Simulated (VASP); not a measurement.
Set up this calculation in VASP 6.6.1, as the native input.

| Property | Result |
| --- | --- |
| Task | relaxation of cell and atoms |
| Functional | PBEsol |
| Potentials or basis | VASP PAW PBE potentials, release 64 (Os) |
| Cutoff | 600 eV |
| k mesh | 6 × 6 × 4 |
| Occupations | gaussian, width 0.1 eV |
| Spin | no spin polarisation |
| Further INCAR settings | ALGO = Fast; EDIFF = 1e-07; IBRION = 2; EDIFFG = -0.005; NSW = 90; ISIF = 3 |

The structure of Os lies in POSCAR:

```
Os
1.0
    2.7461342300      0.0000000000      0.0000000000
   -1.3730671200      2.3782220100      0.0000000000
    0.0000000000      0.0000000000      4.3263142200
Os
2
Direct
    0.3333333300      0.6666666700      0.2500000000
    0.6666666700      0.3333333300      0.7500000000
```

One way to write it, as run:

INCAR

```
SYSTEM = Os
ALGO     = Fast           ! electronic algorithm
EDIFF    = 1E-7           ! SCF threshold, eV
EDIFFG   = -0.005         ! ionic threshold
ENCUT    = 600            ! plane-wave cutoff, eV
GGA      = PS             ! functional
IBRION   = 2              ! ionic algorithm
ISIF     = 3              ! what is computed and relaxed
ISMEAR   = 0              ! smearing method
LASPH    = .True.         ! aspherical terms in the spheres
LCHARG   = .False.        ! write CHGCAR
LREAL    = .False.        ! projectors in reciprocal space
LWAVE    = .False.        ! write WAVECAR
NELM     = 60             ! most SCF steps
NSW      = 90             ! ionic steps
PREC     = Accurate       ! precision mode
SIGMA    = 0.1            ! smearing width, eV
```

KPOINTS

```
k-points
0
Gamma
  6 6 4
  0 0 0
```

Potentials or basis: VASP PAW PBE potentials, release 64 (Os).

The run is started by

```console
$ cat potpaw_PBE.64/Os/POTCAR > POTCAR
$ mpirun -np 1 vasp_std > vasp.out
```

It gave:

- Relaxed volume: 13.94 Å³/atom
- Relaxed cell: a = 2.743 Å, b = 2.743 Å, c = 4.280 Å, α = 90.00°, β = 90.00°, γ = 120.00°
- Space group after relaxing (to 0.05 Å): P6_3/mmc (No. 194)
- Energy gained by relaxing: 5.1 meV/atom
- Ionic steps: 6
- Pressure after relaxing: 0.0 GPa
- Band gap on the k mesh: none (metal or under the smearing width)

Caveat: the k mesh is coarse (spacing up to 0.44 Å⁻¹), so the values aren't converged; the PAW data sets were made with another functional, which shifts forces and pressure a little.

Wall time 32 s on 1 thread of Intel(R) Xeon(R) Platinum 8488C (Sapphire Rapids) (shared host), peak memory 0.16 GiB.
